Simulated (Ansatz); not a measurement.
# HgS: the cell at several levels of theory

An exercise on one series of results from a longer session: the logs are not shown, and one member is left open.

Program: Ansatz 0.2.0. PAW datasets, plane waves, zero pressure. Computed at 0 K without zero-point motion; spin polarisation is off.

**The structure to begin with**

The symmetry is F-43m (No. 216, cubic); conventional cell a = 5.852 Å, 25.05 Å³ an atom. Hg has 4 S at 2.53 Å; S has 4 Hg at 2.53 Å.

The structure in full:

```
CELL_PARAMETERS angstrom
0.00000 2.92585 2.92585
2.92585 0.00000 2.92585
2.92585 2.92585 0.00000
ATOMIC_POSITIONS crystal
Hg 0.00000 0.00000 0.00000
S 0.25000 0.25000 0.25000
```

The first run:

input.yaml

```yaml
crystal:
  lattice:
    - [0.0, 2.92585, 2.92585]
    - [2.92585, 0.0, 2.92585]
    - [2.92585, 2.92585, 0.0]
  atoms:
    - { symbol: Hg, position: [0.0, 0.0, 0.0] }
    - { symbol: S, position: [0.25, 0.25, 0.25] }
kpoints:
  mp_grid: { grid: [8, 8, 8] }
hamiltonian:
  xc: pbe
scf:
  occupations: { method: fermi_dirac, width: 0.02 }
relax:
  f_tol: 0.005
  cell: {}
```

Command:

```sh
ansatz run input.yaml --threads 2 --pin off --max-ram 2211MiB --backend cpu --events-out ev --progress --plain --runs-dir out
```

Among the steps run: Relaxation with PBE; Relaxing with r2SCAN; Relaxation with PBEsol; Relaxing with LDA; Relaxation with HSE06.

One table of the session follows, with a row left open; its other results are not shown here.

```
 level  a (Å)  volume (Å³/atom)
   PBE  5.992            26.888
r2SCAN  5.930            26.071
PBEsol      ?                 ?
   LDA  5.813            24.556
 HSE06  5.928            26.036
```

**Question.** Estimate the row for PBEsol.

**Answer.** a (Å): 5.878; volume (Å³/atom): 25.393. In the column «a (Å)» it lies between LDA (5.813) and HSE06 (5.928).

The first relaxation changed the volume by +7.3 % from the start. The volume runs from LDA (least) to PBE (most), a spread of 9.5 %, or 3.1 % in length if all axes shared it alike. The meshes differ: PBE 8×8×8, r2SCAN 6×6×6, PBEsol 6×6×6, LDA 6×6×6, HSE06 4×4×4.
